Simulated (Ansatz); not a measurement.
# PbO2: the cost of one run

Program: Ansatz 0.2.0. Level of theory: DFT PBE+D3(BJ), scalar-relativistic, plane waves, PAW. These are calculated values, not measurements.

### 1 The starting structure

Symmetry: R-3m, No. 166, trigonal system. Conventional cell: a = 3.484 Å, b = 3.484 Å, c = 11.823 Å, α = 90.00°, β = 90.00°, γ = 120.00°. Pb (site symmetry -3m) has 6 O at 2.24 Å as nearest neighbours. O (site symmetry 3m) is surrounded by 3 Pb at 2.24 Å.

As a file:

```cif
data_structure
_symmetry_space_group_name_H-M 'R-3m:H'
_symmetry_Int_Tables_number 166
_cell_length_a 3.4836
_cell_length_b 3.4836
_cell_length_c 11.8230
_cell_angle_alpha 90.000
_cell_angle_beta 90.000
_cell_angle_gamma 120.000
_cell_volume 124.25
loop_
_atom_site_label
_atom_site_type_symbol
_atom_site_symmetry_multiplicity
_atom_site_Wyckoff_symbol
_atom_site_fract_x
_atom_site_fract_y
_atom_site_fract_z
_atom_site_occupancy
Pb1 Pb 3 b 0.66667 0.33333 0.83333 1
O1 O 6 c 0.00000 0.00000 0.74960 1
```

The start is the relaxed end of an invented cell (made as: close-packed anion layers stacked AB|C, with sites between them filled layer by layer (R-3m, No. 166)), taken up again for a closer look.

### 2 A first look at the guess

Input file input.yaml:

```yaml
crystal:
  lattice:
    - [1.7417882, 1.0056219, 3.9410132]
    - [-1.7417882, 1.0056219, 3.9410132]
    - [0.0, -2.0112438, 3.9410132]
  atoms:
    - { symbol: Pb, position: [0.5, 0.5, 0.5] }
    - { symbol: O, position: [0.749596, 0.749596, 0.749596] }
    - { symbol: O, position: [0.250404, 0.250404, 0.250404] }
basis:
  ecutwfc: 420
kpoints:
  mp_grid: { grid: [6, 6, 6] }
hamiltonian:
  xc: pbe
  dispersion: d3bj
scf:
  occupations: { method: gaussian, width: 0.1 }
  lower_state_search: "off"
output:
  forces: true
  stress: true
  eigenvalues: true
```

The run is started by

```sh
$ ansatz run input.yaml --threads 1 --pin off --max-ram 3072MiB --backend cpu --events-out ev --progress --plain --runs-dir out
```

**Question.** How long does this run take on 1 thread of Arm Neoverse V2, shared host, and how much memory does it need?

About 1.3 s, with a peak of 0.3 GiB.
